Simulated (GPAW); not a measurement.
The system is InGaAs2.

```
In As Ga
1.0
     4.22500    0.00000    0.00000
     0.00000    4.22500    0.00000
     0.00000    0.00000    5.96215
In As Ga
1 2 1
Direct
  0.00000 0.00000 0.50000
  0.00000 0.50000 0.23153
  0.50000 0.00000 0.76848
  0.50000 0.50000 0.00000
```

The cell comes from a database or a generator and needn't be the stable form of this composition.

Base run:

| Quantity | Value |
| --- | --- |
| Program | GPAW 26.7.0 |
| Functional | PBEsol |
| Potentials or basis | PAW data sets generated in the run's folder for this functional |
| Cutoff | 450 eV |
| Basis | pw |
| k mesh | 5 × 5 × 4 |
| Occupations | fermi-dirac, width 0.05 eV |
| Spin | no spin polarisation |

Its results: pressure -2.9 GPa; largest force 0.036 eV/Å.

**Question.** The run is repeated on the same cell with these changes: cutoff from 450 eV to 600 eV. What comes out?

**Answer.** Pressure -2.4 GPa; largest force 0.037 eV/Å.

Caveats: the cutoff is short for stress and forces, so pressures can be off by a GPa or more (some runs).
